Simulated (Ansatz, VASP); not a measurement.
## AlN: VASP beside Ansatz

File INCAR:

```
ALGO = Normal
EDIFF = 1E-6
EDIFFG = -0.05
ENCUT = 600
GGA = CA
IBRION = 2
ISIF = 3
ISMEAR = 0
LASPH = True
LCHARG = False
LREAL = False
LWAVE = False
NELM = 100
NSW = 100
PREC = Accurate
SIGMA = 0.1
```

The input KPOINTS:

```
k-points
0
Gamma
  8 8 8
```

POSCAR

```
AlN
1.0
    0.0000000000      2.0345180000      2.0345180000
    2.0345180000      0.0000000000      2.0345180000
    2.0345180000      2.0345180000      0.0000000000
Al N
1 1
Direct
    0.5000000000      0.5000000000      0.5000000000
    0.0000000000      0.0000000000      0.0000000000
```

Input for Ansatz:

```yaml
crystal:
  lattice:
    - [0.0, 2.034518, 2.034518]
    - [2.034518, 0.0, 2.034518]
    - [2.034518, 2.034518, 0.0]
  atoms:
    - { symbol: Al, position: [0.5, 0.5, 0.5] }
    - { symbol: "N", position: [0.0, 0.0, 0.0] }
basis:
  ecutwfc: 420
kpoints:
  mp_grid: { grid: [8, 8, 8] }
hamiltonian:
  xc: lda
scf:
  occupations: { method: gaussian, width: 0.1 }
output:
  forces: true
  stress: true
  eigenvalues: true
relax:
  adjacent_minimum: "off"
  f_tol: 0.05
  max_steps: 80
  cell: { stress_tol: 0.5 }
```

Measurements of this composition are mostly on another form, of space group No. 186.

Alike in both runs: task relaxation of cell and atoms; functional LDA; k mesh 8 × 8 × 8; occupations gaussian, width 0.1 eV; no spin polarisation.

```csv
,VASP,Ansatz
version,VASP 6.6.1,Ansatz 0.2.0
potentials or method,"VASP PAW LDA potentials, release 64 (Al, N)","scalar-relativistic, plane waves, PAW"
plane-wave cutoff (eV),600,420
valence electrons in the cell,8,8
```

```csv
,VASP,Ansatz,Ansatz less VASP
"gap on the k mesh at the Fermi level, each at its own relaxed structure (eV)",4.67,4.71,+0.037
relaxed volume (Å³/atom),8.08,8.06,-0.019
relaxed cell length with the largest relative difference (Å),2.838,2.836,-0.0023
energy change over the relaxation (meV/atom),-12,-13,-1.0
```

 A k mesh can miss the band edges.
